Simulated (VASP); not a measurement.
Write the native input for VASP 6.6.1 that does the following.

| Item | Value |
| --- | --- |
| Task | band structure |
| Functional | PBE |
| Potentials or basis | VASP PAW PBE potentials, release 64 (Zn, Se) |
| Cutoff | 520 eV |
| k mesh | 2 × 2 × 2 |
| Occupations | gaussian, width 0.02 eV |
| Spin | no spin polarisation |
| Further INCAR settings | ALGO = Normal; EDIFF = 1e-07; NBANDS = 16 |

Crystal: ZnSe.

```xyz
2
Lattice="0.0000 2.9611 2.9611 2.9611 0.0000 2.9611 2.9611 2.9611 0.0000" Properties=species:S:1:pos:R:3 pbc="T T T"
Zn    2.9611    2.9611    5.9222
Se    1.4806    1.4806    1.4806
```

One way to write it, as run:

POSCAR

```
ZnSe                                    
1.0
    0.0000000000      2.9611006021      2.9611006021
    2.9611006021      0.0000000000      2.9611006021
    2.9611006021      2.9611006021      0.0000000000
  Zn              Se            
     1     1
Direct
     1.0000000000000000    1.0000000000000000    0.0000000000000000
     0.2500000000000000    0.2500000000000000    0.2500000000000000
```

INCAR.step1

```
ALGO = Normal
EDIFF = 1E-7
ENCUT = 520
GGA = PE
ISIF = 2
ISMEAR = 0
LASPH = True
LCHARG = True
LREAL = False
LWAVE = False
NBANDS = 16
NELM = 60
PREC = Accurate
SIGMA = 0.02
```

KPOINTS.step1

```
k-points
0
Gamma
  2 2 2
```

INCAR.step2

```
ALGO = Normal
EDIFF = 1E-7
ENCUT = 520
GGA = PE
ICHARG = 11
ISIF = 2
ISMEAR = 0
LASPH = True
LCHARG = False
LREAL = False
LWAVE = False
NBANDS = 16
NELM = 60
PREC = Accurate
SIGMA = 0.05
```

KPOINTS.step2

```
path GXWKGLUWLK,UX
10
line-mode
reciprocal
 0.0000000000  0.0000000000  0.0000000000  G
 0.5000000000  0.0000000000  0.5000000000  X

 0.5000000000  0.0000000000  0.5000000000  X
 0.5000000000  0.2500000000  0.7500000000  W

 0.5000000000  0.2500000000  0.7500000000  W
 0.3750000000  0.3750000000  0.7500000000  K

 0.3750000000  0.3750000000  0.7500000000  K
 0.0000000000  0.0000000000  0.0000000000  G

 0.0000000000  0.0000000000  0.0000000000  G
 0.5000000000  0.5000000000  0.5000000000  L

 0.5000000000  0.5000000000  0.5000000000  L
 0.6250000000  0.2500000000  0.6250000000  U

 0.6250000000  0.2500000000  0.6250000000  U
 0.5000000000  0.2500000000  0.7500000000  W

 0.5000000000  0.2500000000  0.7500000000  W
 0.5000000000  0.5000000000  0.5000000000  L

 0.5000000000  0.5000000000  0.5000000000  L
 0.3750000000  0.3750000000  0.7500000000  K

 0.6250000000  0.2500000000  0.6250000000  U
 0.5000000000  0.0000000000  0.5000000000  X
```

Potentials or basis: VASP PAW PBE potentials, release 64 (Zn, Se).

Command:

```sh
$ cat potpaw_PBE.64/Zn/POTCAR potpaw_PBE.64/Se/POTCAR > POTCAR
$ cp INCAR.step1 INCAR
$ cp KPOINTS.step1 KPOINTS
$ mpirun -np 1 vasp_std > vasp.out
$ cp INCAR.step2 INCAR
$ cp KPOINTS.step2 KPOINTS
$ mpirun -np 1 vasp_std > vasp.out
```

It gave:

The band gap on the k mesh is 0.61 eV, direct and the band gap along the path is 0.61 eV, direct.

Caveat: the k mesh is coarse (spacing up to 0.92 Å⁻¹), so the values aren't converged; the log is that of the step along the path at fixed density, whose energy, stress, charges and moments have no meaning.

It took 15 s on 1 thread of Intel(R) Xeon(R) 6975P-C (Granite Rapids), with other jobs on the host, peak memory 0.23 GiB.
